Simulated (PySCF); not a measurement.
# How the functional moves excitation energies

Species: bicyclo[1.1.0]butane, C₄H₆.
InChI=1S/C4H6/c1-3-2-4(1)3/h3-4H,1-2H2/t3-,4+

Linear-response calculations in the def2-SVPD basis (PySCF; singlets by full response, triplets Tamm–Dancoff, core orbitals frozen in the response; HF means time-dependent Hartree–Fock). 'Strongest' is the level of largest summed f among the singlets computed (10 roots, of which the last may lack a degenerate partner); it can jump between rows when another state enters that window. S1 is the lowest singlet of each run and needn't be the same state throughout; f(S1) is that of one state. Geometry: PBE0-D3(BJ)/def2-SVP; no solvent, vibrations or thermal averaging.

```
functional                               kind  S1 (eV)  f(S1)  strongest (eV)  T1 (eV)  HOMO (eV)  gap (eV)  ionisation energy, ΔSCF (eV)
       LDA                                LDA     6.47  0.002            6.96     6.37      -6.03      6.45                          9.47
       PBE                                GGA     6.37  0.003            6.88     6.25      -5.91      6.35                          9.28
     B3LYP  global hybrid, 20% exact exchange     6.70  0.001            7.21     6.58      -6.89      7.71                          9.37
      PBE0  global hybrid, 25% exact exchange     6.95  0.001            7.46     6.77      -7.09      8.22                          9.34
 CAM-B3LYP             range-separated hybrid     7.06  0.000            7.60     6.83      -8.45     10.16                          9.41
   wB97X-D             range-separated hybrid     7.34  0.000            7.85     6.92      -8.95     11.67                          9.35
   LC-wPBE             range-separated hybrid     7.76  0.000            8.78     6.88      -9.81     12.56                          9.48
        HF                       Hartree–Fock     7.86  0.000            9.31     6.99      -9.81     12.78                   not settled
```

Problem. What does BHandHLYP (global hybrid, 50% exact exchange) give?

Solution. S1 (eV) 7.22, f(S1) 0.000, strongest (eV) 8.72, T1 (eV) 6.93, HOMO (eV) -8.18, gap (eV) 9.74, ionisation energy, ΔSCF (eV) 9.25. S1 runs from 6.37 eV (PBE) to 7.86 eV (HF), a spread of 1.48 eV, while the orbital gap spreads over 6.4 eV. Along PBE (0%), B3LYP (20%), PBE0 (25%), BHandHLYP (50%), HF (100%) S1 rises with the share of exact exchange. −ε(HOMO) comes closest to its own ΔSCF ionisation energy with LC-wPBE (+0.33 eV) and misses most with LDA (-3.44 eV). 'Not settled' means that the ion's SCF failed to converge or may have ended in another state than the lowest.
